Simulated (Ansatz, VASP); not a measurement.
# TaSi in VASP and in Ansatz

```
Ta Si
1.0
     3.37698    0.00000    0.00000
     0.00000    3.37698    0.00000
     0.00000    0.00000    3.37698
Ta Si
1 1
Direct
  0.50000 0.50000 0.50000
  0.00000 0.00000 0.00000
```

Alike in both runs: task relaxation of cell and atoms; functional PBE; k mesh 6 × 6 × 6; occupations gaussian, width 0.1 eV; no spin polarisation.

```csv
,VASP,Ansatz
version,VASP 6.6.1,Ansatz 0.2.0
potentials or method,"VASP PAW PBE potentials, release 64 (Ta_pv, Si)","scalar-relativistic, plane waves, PAW"
plane-wave cutoff (eV),600,420
valence electrons in the cell,15,17
```

|  | VASP | Ansatz | Ansatz less VASP |
| --- | --- | --- | --- |
| gap on the k mesh at the Fermi level, each at its own relaxed structure (eV) | none | none | - |
| relaxed volume (Å³/atom) | 15.69 | 15.70 | +0.004 |
| relaxed cell length with the largest relative difference (Å) | 3.154 | 3.155 | +0.0003 |
| energy change over the relaxation (meV/atom) | -327 | -329 | -1.7 |

A gap of «none» marks a metal or a gap that the smearing closes. The two sets of potentials don't hold the same shells in valence.

Caveats: the volume moved by over 15 % at a fixed basis, so the end points are rough. Spin-orbit coupling is left out, which matters for the levels of Ta.
